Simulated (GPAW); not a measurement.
# BP (F-43m) in GPAW: notebook

Aim: see how the results for BP move with the level of theory and the settings. Levels: PBE0, PBEsol. Tasks: single point, relaxation of cell and atoms.

All numbers are computed with GPAW 26.7.0; they aren't measurements. Logs are shortened: lines on timing, memory, paths and dates and some standing lists are left out, and cuts for length are marked. The log counts tension as positive stress, the text compression.

### 1 The structure

Symmetry: F-43m, No. 216, cubic system. Conventional cell: a = 4.538 Å, b = 4.538 Å, c = 4.538 Å, α = 90.00°, β = 90.00°, γ = 90.00°. Around P (site symmetry -43m) lie 4 B at 1.97 Å. Around B (site symmetry -43m) lie 4 P at 1.97 Å.

### 2 Single point, PBE0

Input file run.py:

```python
from ase import Atoms
from ase.dft.bandgap import bandgap
from ase.io import write
from ase.parallel import parprint
from gpaw import GPAW, PW

atoms = Atoms(['P', 'B'],
              cell=[[0.0, 2.269, 2.269],
                    [2.269, 0.0, 2.269],
                    [2.269, 2.269, 0.0]],
              scaled_positions=[[0.75, 0.75, 0.75],
                                [0.0, 0.0, 0.0]],
              pbc=True)

calc = GPAW(mode=PW(600),
            xc='PBE0',
            kpts={'size': (8, 8, 8), 'gamma': True},
            occupations={'name': 'fermi-dirac', 'width': 0.05},
            nbands=9,
            convergence={'density': 1e-05, 'energy': 1e-05},
            maxiter=60,
            txt='gpaw.txt')
atoms.calc = calc
energy = atoms.get_potential_energy()
forces = atoms.get_forces()
calc.write('gs.gpw')
write('result.traj', atoms)
parprint(f'Energy: {energy:.6f} eV')
parprint('Forces (eV/A):')
parprint(forces.round(4))
parprint('Fermi level:', round(calc.get_fermi_level(), 4), 'eV')
parprint(f'Gap: {bandgap(calc)[0]:.4f} eV, direct: {bandgap(calc, direct=True)[0]:.4f} eV')
```

Potentials or basis: GPAW PAW data sets (gpaw-data 1.2.1), pw.

Command:

```bash
$ OMP_NUM_THREADS=1 mpirun -n 8 gpaw python run.py
```

gpaw.txt:

```text
__  _  _
 | _ |_)|_||  |
 |__||  | ||/\| - 26.7.0

Input parameters:
  mode=PW(ecut=600.0),
  convergence={'density': 1e-05, 'energy': 1e-05},
  kpts=MonkhorstPack(size=(8, 8, 8), gamma=True),
  maxiter=60,
  nbands=9,
  occupations=Occupations(name='fermi-dirac', width=0.05),
  xc=XC(name='PBE0')

Diagonalizing LCAO Hamiltonian
Converting LCAO to pw mode

                  P

       B

Atoms  # Å, Bohr magnetons
|   | symbol |        x |        y |        z |    initial magnetic moments |
|---|--------|----------|----------|----------|-----------------------------|
| 0 |      P | 3.403500 | 3.403500 | 3.403500 | ( 0.0000,  0.0000,  0.0000) |
| 1 |      B | 0.000000 | 0.000000 | 0.000000 | ( 0.0000,  0.0000,  0.0000) |

Unit cell  # Å
| periodic |        x |        y |        z |  lengths |    angles |
|----------|----------|----------|----------|----------|-----------|
|      yes | 0.000000 | 2.269000 | 2.269000 | 3.208851 | 60.000000 |
|      yes | 2.269000 | 0.000000 | 2.269000 | 3.208851 | 60.000000 |
|      yes | 2.269000 | 2.269000 | 0.000000 | 3.208851 | 60.000000 |

Number of symmetries: 24
Symmetry operations  # r_c * U_cc + t_c -> r_c
|    | kind |            matrix            |
|----|------|------------------------------|
|  0 |  E   |  1, 0, 0,  0, 1, 0,  0, 0, 1 |
|  1 |  σ   |  1, 0, 0,  0, 0, 1,  0, 1, 0 |
|  2 |  σ   |  1, 0,-1,  0, 1,-1,  0, 0,-1 |
|  3 |  C3  |  1, 0,-1,  0, 0,-1,  0, 1,-1 |
|  4 |  C3  |  1,-1, 0,  0,-1, 1,  0,-1, 0 |
|  5 |  σ   |  1,-1, 0,  0,-1, 0,  0,-1, 1 |
|  6 |  σ   |  0, 1, 0,  1, 0, 0,  0, 0, 1 |
|  7 |  C3  |  0, 1, 0,  0, 0, 1,  1, 0, 0 |
|  8 |  C2  |  0, 1,-1,  1, 0,-1,  0, 0,-1 |
|  9 |  S4  |  0, 1,-1,  0, 0,-1,  1, 0,-1 |
| 10 |  C3  |  0, 0, 1,  1, 0, 0,  0, 1, 0 |
| 11 |  σ   |  0, 0, 1,  0, 1, 0,  1, 0, 0 |
| 12 |  S4  |  0, 0,-1,  1, 0,-1,  0, 1,-1 |
| 13 |  C3  |  0, 0,-1,  0, 1,-1,  1, 0,-1 |
| 14 |  S4  |  0,-1, 1,  1,-1, 0,  0,-1, 0 |
| 15 |  C2  |  0,-1, 1,  0,-1, 0,  1,-1, 0 |
| 16 |  C3  |  0,-1, 0,  1,-1, 0,  0,-1, 1 |
| 17 |  S4  |  0,-1, 0,  0,-1, 1,  1,-1, 0 |
| 18 |  S4  | -1, 1, 0, -1, 0, 1, -1, 0, 0 |
| 19 |  C3  | -1, 1, 0, -1, 0, 0, -1, 0, 1 |
| 20 |  C3  | -1, 0, 1, -1, 1, 0, -1, 0, 0 |
| 21 |  S4  | -1, 0, 1, -1, 0, 0, -1, 1, 0 |
| 22 |  σ   | -1, 0, 0, -1, 1, 0, -1, 0, 1 |
| 23 |  C2  | -1, 0, 0, -1, 0, 1, -1, 1, 0 |

BZ-sampling:
  Number of BZ points: 512
  Number of IBZ points: 29

  Monkhorst-Pack size: [8, 8, 8]
  Monkhorst-Pack shift: [0.0625, 0.0625, 0.0625]

K-points  # in reciprocal-cell coordinates
|     |                                coordinates |     weight |
|-----|--------------------------------------------|------------|
|   0 | (  0.00000000,   0.00000000,   0.00000000) | 0.00195312 |
|   1 | (  0.12500000,   0.12500000,   0.00000000) | 0.01171875 |
|   2 | (  0.12500000,   0.12500000,   0.12500000) | 0.01562500 |
|   3 | (  0.25000000,   0.12500000,   0.12500000) | 0.02343750 |
|   4 | (  0.25000000,   0.25000000,   0.00000000) | 0.01171875 |
|   5 | (  0.25000000,   0.25000000,   0.12500000) | 0.04687500 |
|   6 | (  0.25000000,   0.25000000,   0.25000000) | 0.01562500 |
|   7 | (  0.37500000,   0.25000000,  -0.37500000) | 0.04687500 |
|   8 | (  0.37500000,   0.25000000,   0.12500000) | 0.04687500 |
|   9 | (  0.37500000,   0.25000000,   0.25000000) | 0.04687500 |
| ... |                                            |            |
|  28 | (  0.50000000,   0.50000000,   0.50000000) | 0.00781250 |

Plane wave coefficients: 799
Cutoff: 600.0 eV

Spin-components: 1 (collinear spins)
Bands:           9
Projectors:      10
Spin-degeneracy: 2
Datatype:        complex128

Parallelization:
  kpt:    8
  domain: 1
  band:   1

Density:
  Valence electrons: 8.0
  Components: 1
  Grid points: [20 20 20]
  Charge: 0.0  # |e|

Potential:
  Grid points: [20 20 20]

species:
  P:
    name:    Phosphorus
    Z:       15.0
    valence: 5
    core:    10
    charge:  0.0  # [|e|]
    compensation charges:
      type: gauss
      rc: 0.30  # [Å]
      lmax: 2
    cutoffs:
      filter: 1.69  # [Å]
      core: 1.81  # [Å]
    projectors
    | kind |    occ | energy [eV] | rcut [Å] |
    |------|--------|-------------|----------|
    |   3s |  2.000 |     -13.968 |    0.953 |
    |   3p |  3.000 |      -5.506 |    0.953 |
    |    s |        |      13.244 |    0.953 |
    |    p |        |      21.705 |    0.953 |
    |    d |        |       0.000 |    0.953 |

    Using partial waves for P as LCAO basis

  B:
    name:    Boron
    Z:       5.0
    valence: 3
    core:    2
    charge:  0.0  # [|e|]
    compensation charges:
      type: gauss
      rc: 0.20  # [Å]
      lmax: 2
    cutoffs:
      filter: 1.14  # [Å]
      core: 1.38  # [Å]
    projectors
    | kind |    occ | energy [eV] | rcut [Å] |
    |------|--------|-------------|----------|
    |   2s |  2.000 |      -9.443 |    0.635 |
    |   2p |  1.000 |      -3.606 |    0.635 |
    |    s |        |      17.768 |    0.635 |
    |    p |        |      23.605 |    0.635 |
    |    d |        |       0.000 |    0.635 |

    Using partial waves for B as LCAO basis

Reference energy: -9972.403226  # eV

eigensolver:
  PPCG
  Converge bands: occupied
  niter=2

density mixing:
  MSR1-Mixer
  Pratt-step length: 0.05
  Maximum mixing coefficient: 0.75
  Old densities: 10
  SVD Regularization: 0.005
  Good broyden scale: 1.0
  Trust region scale: 1.0
  Backstep threshold: 4.0
  History deletion threshold: 6.0
  Fourier metric: weight=20.0, sigma=0.015

occupation numbers:
  Fermi-Dirac:
    width: 0.0500  # eV

poisson solver:
  ecut: 4800.0  # eV

xc functional:
  name: HYB_GGA_XC_PBEH with 2 nearest neighbor stencil

convergence criteria:
- Maximum integral of absolute [dens]ity change: 1e-05 electrons / valence electron
- Maximum [total energy] change in last 3 cyles: 1e-05 eV / valence electron
- Maximum integral of absolute [eigenst]ate change: 4e-08 eV^2 / valence electron
maximum number of iterations: 60

IBZ(<points: 29, symmetries: 24>)
Occupied bands: 4
SCF iterations
|iter     | |      energy | eigst |  dens |
|---------|-|-------------|-------|-------|
|iter:   1| | -195.136568 | +0.28 |       |
|iter:   2| |  -14.489858 | -1.02 | -0.68 |
|iter:   3| |  -15.488828 | -0.51 | -0.70 |
|iter:   4| |  -13.806942 | -1.13 | -0.62 |
|iter:   5| |  -13.807264 | -1.35 | -1.13 |
|iter:   6| |  -13.807600 | -3.18 | -1.44 |
|iter:   7| |  -13.802492 | -3.70 | -1.77 |
|iter:   8| |  -13.800181 | -3.56 | -1.99 |
|iter:   9| |  -13.800695 | -4.29 | -2.70 |
|iter:  10| |  -13.800752 | -6.27 | -2.96 |
|iter:  11| |  -13.800724c| -5.98 | -2.99 |
|iter:  12| |  -13.800720c| -5.95 | -3.32 |
|iter:  13| |  -13.800722c| -7.70c| -4.25 |
|iter:  14| |  -13.800722c| -7.76c| -4.23 |
|iter:  15| |  -13.800722c|-10.08c| -4.85 |
|iter:  16| |  -13.800722c| -9.90c| -5.30c|

Converged in 16 steps
Energy contributions relative to reference atoms: (reference = -9972.403226)

Energy contributions:
  Kinetic:          10.200801
  Coulomb:          -8.563008
  Zero:             -0.058675
  External:          0.000000
  Xc:              166.147457
  Entropy:          -0.000000
  Spinorbit:         0.000000
  Hybrid_Xc_Cc:      -161.376805
  Hybrid_Xc_Vc:        -3.144290
  Hybrid_Xc_Vv:       -17.006203
  ----------------------------
  Free energy:     -13.800722
  Extrapolated:    -13.800722

dipole moment: (-3.360871, -3.360871, -3.360871)  # |e|*Ang

Fermi level: 8.387
Eigenvalues  # (at kpt = [0.000, 0.000, 0.000])
| band index |      eig [eV] | occ [0-2] |
|------------|---------------|-----------|
|          0 |        -9.741 |     2.000 |
|          1 |         7.449 |     2.000 |
|          2 |         7.449 |     2.000 |
|          3 |         7.449 |     2.000 |
|          4 |        12.464 |     0.000 |
|          5 |        12.464 |     0.000 |
|          6 |        12.464 |     0.000 |
|          7 |        16.857 |     0.000 |
|          8 |        20.807 |     0.000 |

Gap: 2.691 eV
Transition (v -> c):
  (s=0, k=0, n=3, [0.00, 0.00, 0.00]) -> (s=0, k=12, n=4, [0.38, 0.38, 0.00])
Direct/indirect transitions are different
Direct gap: 5.015 eV
Transition at: (s=0, k=0, n=3, [0.00, 0.00, 0.00])

Forces  # eV/Ang
|        x |        y |        z |
|----------|----------|----------|
| -0.00000 | -0.00000 | -0.00000 |  # P    0
| -0.00000 |  0.00000 |  0.00000 |  # B    1

# Writing to gs.gpw (mode='')
```

Run time: 33 min. Hardware: 8 MPI ranks of Arm Neoverse V1, shared host; peak memory 0.23 GiB.

Results:

```yaml
Free_energy: -13.8007 eV
Band_gap_on_the_k_mesh: 2.69 eV, indirect (least direct gap 5.01 eV)
```

Levels at points of the mesh, in eV from the valence-band top:
| k point | band 1 | band 2 | band 3 | band 4 | band 5 |
| --- | --- | --- | --- | --- | --- |
| (0.00, 0.00, 0.00) | -17.19 | 0.00 | 0.00 | 0.00 | 5.01 |
| (0.50, 0.50, 0.00) | -11.79 | -9.66 | -4.57 | -4.57 | 2.76 |
| (0.50, 0.50, 0.50) | -13.52 | -10.10 | -1.96 | -1.96 | 5.43 |

Caveat: the PAW data sets were made with another functional, which shifts forces and pressure a little.

### 3 Relaxation of cell and atoms, PBEsol

Input file run.py:

```python
from ase import Atoms
from ase.filters import FrechetCellFilter
from ase.io import write
from ase.optimize import BFGS
from gpaw import GPAW, PW, setup_paths

setup_paths.insert(0, '.')

atoms = Atoms(['P', 'B'],
              cell=[[0.0, 2.269, 2.269],
                    [2.269, 0.0, 2.269],
                    [2.269, 2.269, 0.0]],
              scaled_positions=[[0.75, 0.75, 0.75],
                                [0.0, 0.0, 0.0]],
              pbc=True)

calc = GPAW(mode=PW(800),
            xc='PBEsol',
            kpts={'size': (10, 10, 10), 'gamma': True},
            occupations={'name': 'fermi-dirac', 'width': 0.05},
            nbands=11,
            convergence={'density': 1e-05, 'forces': 0.0001},
            maxiter=150,
            txt='gpaw.txt')
atoms.calc = calc
opt = BFGS(FrechetCellFilter(atoms), trajectory='relax.traj', logfile='-')
done = opt.run(fmax=0.02, steps=60)
calc.write('gs.gpw')
write('result.traj', atoms)
print('Converged:', done)
print('Cell:', atoms.cell.cellpar().round(4))
print('Volume:', round(atoms.get_volume(), 4))
print(atoms.get_scaled_positions().round(5))
```

Potentials or basis: PAW data sets generated in the run's folder for this functional, pw.

Command:

```bash
$ gpaw-setup -f PBEsol B P
$ OMP_NUM_THREADS=1 python run.py
```

gpaw.txt:

```text
__  _  _
 | _ |_)|_||  |
 |__||  | ||/\| - 26.7.0

Input parameters:
  mode=PW(ecut=800.0),
  convergence={'density': 1e-05, 'forces': 0.0001},
  kpts=MonkhorstPack(size=(10, 10, 10), gamma=True),
  maxiter=150,
  nbands=11,
  occupations=Occupations(name='fermi-dirac', width=0.05),
  xc=XC(name='PBEsol')

Diagonalizing LCAO Hamiltonian
Converting LCAO to pw mode

                  P

       B

Atoms  # Å, Bohr magnetons
|   | symbol |        x |        y |        z |    initial magnetic moments |
|---|--------|----------|----------|----------|-----------------------------|
| 0 |      P | 3.403500 | 3.403500 | 3.403500 | ( 0.0000,  0.0000,  0.0000) |
| 1 |      B | 0.000000 | 0.000000 | 0.000000 | ( 0.0000,  0.0000,  0.0000) |

Unit cell  # Å
| periodic |        x |        y |        z |  lengths |    angles |
|----------|----------|----------|----------|----------|-----------|
|      yes | 0.000000 | 2.269000 | 2.269000 | 3.208851 | 60.000000 |
|      yes | 2.269000 | 0.000000 | 2.269000 | 3.208851 | 60.000000 |
|      yes | 2.269000 | 2.269000 | 0.000000 | 3.208851 | 60.000000 |

Number of symmetries: 24
Symmetry operations  # r_c * U_cc + t_c -> r_c
|    | kind |            matrix            |
|----|------|------------------------------|
|  0 |  E   |  1, 0, 0,  0, 1, 0,  0, 0, 1 |
|  1 |  σ   |  1, 0, 0,  0, 0, 1,  0, 1, 0 |
|  2 |  σ   |  1, 0,-1,  0, 1,-1,  0, 0,-1 |
|  3 |  C3  |  1, 0,-1,  0, 0,-1,  0, 1,-1 |
|  4 |  C3  |  1,-1, 0,  0,-1, 1,  0,-1, 0 |
|  5 |  σ   |  1,-1, 0,  0,-1, 0,  0,-1, 1 |
|  6 |  σ   |  0, 1, 0,  1, 0, 0,  0, 0, 1 |
|  7 |  C3  |  0, 1, 0,  0, 0, 1,  1, 0, 0 |
|  8 |  C2  |  0, 1,-1,  1, 0,-1,  0, 0,-1 |
|  9 |  S4  |  0, 1,-1,  0, 0,-1,  1, 0,-1 |
| 10 |  C3  |  0, 0, 1,  1, 0, 0,  0, 1, 0 |
| 11 |  σ   |  0, 0, 1,  0, 1, 0,  1, 0, 0 |
| 12 |  S4  |  0, 0,-1,  1, 0,-1,  0, 1,-1 |
| 13 |  C3  |  0, 0,-1,  0, 1,-1,  1, 0,-1 |
[... 190 lines left out ...]
Gap: 1.135 eV
Transition (v -> c):
  (s=0, k=0, n=3, [0.00, 0.00, 0.00]) -> (s=0, k=24, n=4, [0.40, 0.40, 0.00])
Direct/indirect transitions are different
Direct gap: 3.365 eV
Transition at: (s=0, k=0, n=3, [0.00, 0.00, 0.00])

Stress tensor  # eV/Ang^3
|         x |         y |         z |
|-----------|-----------|-----------|
|  0.010839 | -0.000000 | -0.000000 |
| -0.000000 |  0.010839 |  0.000000 |
| -0.000000 |  0.000000 |  0.010839 |

Forces  # eV/Ang
|        x |        y |        z |
|----------|----------|----------|
|  0.00000 |  0.00000 | -0.00000 |  # P    0
| -0.00000 | -0.00000 | -0.00000 |  # B    1

Interpolating wave functions to new cell

                  P

       B

Atoms  # Å, Bohr magnetons
|   | symbol |         x |         y |         z |    initial magnetic moments |
|---|--------|-----------|-----------|-----------|-----------------------------|
| 0 |      P |  3.400423 |  3.400423 |  3.400423 | ( 0.0000,  0.0000,  0.0000) |
| 1 |      B | -0.000000 | -0.000000 | -0.000000 | ( 0.0000,  0.0000,  0.0000) |

Unit cell  # Å
| periodic |        x |        y |         z |  lengths |    angles |
|----------|----------|----------|-----------|----------|-----------|
|      yes | 0.000000 | 2.266949 |  2.266949 | 3.205950 | 60.000000 |
|      yes | 2.266949 | 0.000000 |  2.266949 | 3.205950 | 60.000000 |
|      yes | 2.266949 | 2.266949 | -0.000000 | 3.205950 | 60.000000 |

Number of symmetries: 24
Symmetry operations  # r_c * U_cc + t_c -> r_c
|    | kind |            matrix            |
|----|------|------------------------------|
|  0 |  E   |  1, 0, 0,  0, 1, 0,  0, 0, 1 |
|  1 |  σ   |  1, 0, 0,  0, 0, 1,  0, 1, 0 |
|  2 |  σ   |  1, 0,-1,  0, 1,-1,  0, 0,-1 |
|  3 |  C3  |  1, 0,-1,  0, 0,-1,  0, 1,-1 |
|  4 |  C3  |  1,-1, 0,  0,-1, 1,  0,-1, 0 |
|  5 |  σ   |  1,-1, 0,  0,-1, 0,  0,-1, 1 |
|  6 |  σ   |  0, 1, 0,  1, 0, 0,  0, 0, 1 |
|  7 |  C3  |  0, 1, 0,  0, 0, 1,  1, 0, 0 |
|  8 |  C2  |  0, 1,-1,  1, 0,-1,  0, 0,-1 |
|  9 |  S4  |  0, 1,-1,  0, 0,-1,  1, 0,-1 |
| 10 |  C3  |  0, 0, 1,  1, 0, 0,  0, 1, 0 |
| 11 |  σ   |  0, 0, 1,  0, 1, 0,  1, 0, 0 |
| 12 |  S4  |  0, 0,-1,  1, 0,-1,  0, 1,-1 |
| 13 |  C3  |  0, 0,-1,  0, 1,-1,  1, 0,-1 |
[... 188 lines left out ...]
Gap: 1.132 eV
Transition (v -> c):
  (s=0, k=0, n=3, [0.00, 0.00, 0.00]) -> (s=0, k=24, n=4, [0.40, 0.40, 0.00])
Direct/indirect transitions are different
Direct gap: 3.369 eV
Transition at: (s=0, k=0, n=3, [0.00, 0.00, 0.00])

Stress tensor  # eV/Ang^3
|        x |         y |         z |
|----------|-----------|-----------|
| 0.008058 |  0.000000 |  0.000000 |
| 0.000000 |  0.008058 | -0.000000 |
| 0.000000 | -0.000000 |  0.008058 |

Forces  # eV/Ang
|        x |        y |        z |
|----------|----------|----------|
| -0.00000 | -0.00000 | -0.00000 |  # P    0
| -0.00000 | -0.00000 | -0.00000 |  # B    1

Interpolating wave functions to new cell

                  P

       B

Atoms  # Å, Bohr magnetons
|   | symbol |         x |         y |         z |    initial magnetic moments |
|---|--------|-----------|-----------|-----------|-----------------------------|
| 0 |      P |  3.391618 |  3.391618 |  3.391618 | ( 0.0000,  0.0000,  0.0000) |
| 1 |      B | -0.000000 | -0.000000 | -0.000000 | ( 0.0000,  0.0000,  0.0000) |

Unit cell  # Å
| periodic |        x |         y |        z |  lengths |    angles |
|----------|----------|-----------|----------|----------|-----------|
|      yes | 0.000000 |  2.261079 | 2.261079 | 3.197649 | 60.000000 |
|      yes | 2.261079 | -0.000000 | 2.261079 | 3.197649 | 60.000000 |
|      yes | 2.261079 |  2.261079 | 0.000000 | 3.197649 | 60.000000 |

Number of symmetries: 24
Symmetry operations  # r_c * U_cc + t_c -> r_c
|    | kind |            matrix            |
|----|------|------------------------------|
|  0 |  E   |  1, 0, 0,  0, 1, 0,  0, 0, 1 |
|  1 |  σ   |  1, 0, 0,  0, 0, 1,  0, 1, 0 |
|  2 |  σ   |  1, 0,-1,  0, 1,-1,  0, 0,-1 |
|  3 |  C3  |  1, 0,-1,  0, 0,-1,  0, 1,-1 |
|  4 |  C3  |  1,-1, 0,  0,-1, 1,  0,-1, 0 |
|  5 |  σ   |  1,-1, 0,  0,-1, 0,  0,-1, 1 |
|  6 |  σ   |  0, 1, 0,  1, 0, 0,  0, 0, 1 |
|  7 |  C3  |  0, 1, 0,  0, 0, 1,  1, 0, 0 |
|  8 |  C2  |  0, 1,-1,  1, 0,-1,  0, 0,-1 |
|  9 |  S4  |  0, 1,-1,  0, 0,-1,  1, 0,-1 |
| 10 |  C3  |  0, 0, 1,  1, 0, 0,  0, 1, 0 |
| 11 |  σ   |  0, 0, 1,  0, 1, 0,  1, 0, 0 |
| 12 |  S4  |  0, 0,-1,  1, 0,-1,  0, 1,-1 |
| 13 |  C3  |  0, 0,-1,  0, 1,-1,  1, 0,-1 |
[... 188 lines left out ...]
Gap: 1.122 eV
Transition (v -> c):
  (s=0, k=0, n=3, [0.00, 0.00, 0.00]) -> (s=0, k=24, n=4, [0.40, 0.40, 0.00])
Direct/indirect transitions are different
Direct gap: 3.381 eV
Transition at: (s=0, k=0, n=3, [0.00, 0.00, 0.00])

Stress tensor  # eV/Ang^3
|         x |         y |         z |
|-----------|-----------|-----------|
| -0.000081 |  0.000000 | -0.000000 |
|  0.000000 | -0.000081 | -0.000000 |
| -0.000000 | -0.000000 | -0.000081 |

Forces  # eV/Ang
|        x |        y |        z |
|----------|----------|----------|
| -0.00000 | -0.00000 | -0.00000 |  # P    0
|  0.00000 |  0.00000 |  0.00000 |  # B    1

# Writing to gs.gpw (mode='')
```

It took 29 s on 1 thread of Arm Neoverse V2, shared host; peak memory 0.17 GiB.

What came out:

- Free energy: -13.7047 eV
- Relaxed volume: 11.56 Å³/atom
- Relaxed cell: a = 3.198 Å, b = 3.198 Å, c = 3.198 Å, α = 60.00°, β = 60.00°, γ = 60.00°
- Space group after relaxing (to 0.05 Å): F-43m (No. 216)
- Energy gained by relaxing: 0.6 meV/atom
- Ionic steps: 3
- Pressure after relaxing: 0.0 GPa
- Band gap on the k mesh: 1.12 eV, indirect (least direct gap 3.38 eV)

Step by step:
```tsv
step	energy change (eV)	largest force (eV/Å)	pressure (GPa)	volume (Å³)
1	0.0000	0.0000	-1.74	23.36
2	-0.0006	0.0000	-1.29	23.30
3	-0.0011	0.0000	0.01	23.12
```

Final structure:
```cif
data_structure
_symmetry_space_group_name_H-M 'P 1'
_symmetry_Int_Tables_number 1
_cell_length_a 3.1976
_cell_length_b 3.1976
_cell_length_c 3.1976
_cell_angle_alpha 60.000
_cell_angle_beta 60.000
_cell_angle_gamma 60.000
_cell_volume 23.12
loop_
_atom_site_label
_atom_site_type_symbol
_atom_site_fract_x
_atom_site_fract_y
_atom_site_fract_z
_atom_site_occupancy
P1 P 0.75000 0.75000 0.75000 1
B1 B 0.00000 0.00000 0.00000 1
```

Caveat: later steps reuse the first step's grids.
